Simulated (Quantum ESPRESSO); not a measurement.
# AlNi under changes of volume

One of the cells (11.956 Å³/atom); the others are scaled copies at fixed shape and fractional positions:

```xyz
2
Lattice="2.8810 0.0000 0.0000 0.0000 2.8810 0.0000 0.0000 0.0000 2.8810" Properties=species:S:1:pos:R:3 pbc="T T T"
Ni    1.4405    1.4405    1.4405
Al    0.0000    0.0000    0.0000
```

- Program: Quantum ESPRESSO 7.5
- Functional: PBEsol
- Potentials or basis: PseudoDojo 0.4.1 SR PBEsol standard
- Cutoff: 1333 eV
- Density cutoff: 5333 eV
- k mesh: 9 × 9 × 9
- Occupations: fermi-dirac, width 0.05 eV
- Spin: collinear spin, ferromagnetic start
- Starting moments: [1.0, 0.0] μB

```tsv
volume (Å³/atom)	energy over the lowest point (meV/atom)	pressure (GPa)
11.239	11.54	8.0
11.478	2.82	3.8
11.717	0.00	0.1
11.956	2.48	-3.3
12.196	?	?
12.435	21.23	-9.0
12.674	36.57	-11.4
```

Problem. What does the run at 12.196 Å³/atom give?

Solution. Energy over the lowest point 9.72 meV/atom; pressure -6.3 GPa.

Worked out: A Birch-Murnaghan fit of order 3 (a polynomial in V^(-2/3)) to the other rows has its minimum at 11.72 Å³/atom with B0 = V·E''(V) = 173 GPa and B' = 4.3. It gives 9.73 meV/atom at 12.196 Å³/atom, against the run's 9.72, and -dE/dV = -6.3 GPa, against -6.3.

Energies are extrapolated to zero smearing.
